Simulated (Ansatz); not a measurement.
The system is TiTe2.

```
Te Ti
1.0
     3.77700    0.00000    0.00000
    -1.88850    3.27098    0.00000
     0.00000    0.00000    6.49800
Te Ti
2 1
Cartesian
  0.0000 2.1807 4.7903
  1.8885 1.0903 1.7077
  0.0000 0.0000 0.0000
```

```yaml
Program: Ansatz 0.2.0
Task: relaxation of cell and atoms
Functional: PBE
Potentials_or_basis: Ansatz PAW
Cutoff: "420 eV (not typed: the program's choice for these potentials)"
k_mesh: 8 × 8 × 4
Occupations: fermi-dirac, width 0.05 eV
Spin: no spin polarisation
```

At the start: volume 26.76 Å³/atom.

Q: How do energy, volume and symmetry change on relaxing?

A: It ends after 6 steps and the volume is 27.86 Å³/atom (+4.1 %); space group P-3m1 (No. 164, to 0.05 Å).

Step by step:
```csv
step,energy change (eV),largest force (eV/Å),volume (Å³)
1,0.0000,0.0120,80.28
2,-0.0044,0.1261,84.79
3,-0.0074,0.1244,84.04
4,-0.0099,0.0090,83.55
5,-0.0101,0.0001,83.57
6,-0.0105,0.0001,83.57
```

Final structure:
```
CELL_PARAMETERS angstrom
3.78815 0.00000 0.00000
-1.89407 3.28063 0.00000
0.00000 0.00000 6.72429
ATOMIC_POSITIONS crystal
Te 0.33333 0.66667 0.74493
Te 0.66667 0.33333 0.25507
Ti 0.00000 0.00000 0.00000
```

Caveat: the plane-wave basis is chosen anew once the cell has moved, so the energies of steps on either side of that aren't comparable; this functional lacks dispersion, which binds the layers, so the pressure and a relaxed spacing across them are unreliable.
